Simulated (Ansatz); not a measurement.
Runs of Ansatz 0.2.0 on P. Symmetry: Cmce, No. 64, orthorhombic system. Conventional cell: a = 3.295 Å, b = 10.930 Å, c = 4.544 Å, α = 90.00°, β = 90.00°, γ = 90.00°. P (site symmetry m) is surrounded by 3 P at 2.20 to 2.25 Å. 

```tsv
task	level	potentials or basis	cell	k mesh	cutoff (eV)	points for each segment of the path	mesh quality	gap on the mesh (eV)	pressure (GPa)	V0 of scaled cells (Å³/atom)	relaxed volume (Å³/atom)	B0 (GPa)	largest force (eV/Å)
equation of state	PBE	PseudoDojo stringent	as given	8 × 8 × 6	599	-	not flagged	-	-	21.04	-	69	-
single point	PBE	Ansatz PAW	as given	3 × 3 × 2	420	-	coarse	0.64	2.4	-	-	-	0.36
relaxation of cell and atoms	rPW86-PBE+rVV10	Ansatz PAW	relaxed	8 × 8 × 6	420	-	not flagged	-	0.0	-	(b)	-	0.01
density of states	LDA	Ansatz PAW	as given	8 × 8 × 6	420	-	not flagged	(a)	-2.1	-	-	-	0.20
relaxation of cell and atoms	r2SCAN+D3(BJ)	Ansatz PAW	relaxed	8 × 8 × 6	500	-	not flagged	-	0.0	-	19.41	-	-
band structure	PBE	Ansatz PAW	as given	8 × 8 × 6	420	14	not flagged	0.10	2.0	-	-	-	0.34
equation of state	PBEsol+D3(BJ)	Ansatz PAW	as given	8 × 8 × 6	420	-	not flagged	-	-	19.71	-	82	-
equation of state	revPBE	Ansatz PAW	as given	8 × 8 × 6	420	-	not flagged	-	-	21.42	-	65	-
```

Alike in all rows: no spin polarisation; smearing fermi-dirac 0.05 eV.

Fill in the values left out.

(a) 0.02; (b) 20.43.

Caveats: some runs use coarse meshes; the cell was scaled at fixed shape and fractional positions, which overstates the stiffness of a crystal with free parameters, most of all of layers and chains (some runs); the PAW data sets come from PBE, with cores solved anew for the run's functional, which leaves a small shift of forces and pressure (some runs); the plane-wave basis is chosen anew once the cell has moved, so the energies of steps on either side of that aren't comparable (some runs); odd divisions of the mesh miss points on the zone boundary, where band edges often lie, so the gap on the mesh can be too wide (some runs); the dispersion damping was fitted for another functional or another form of the correction (some runs); the potentials were made for another functional, which shifts forces and pressure (some runs).

A k mesh can miss the band edges.
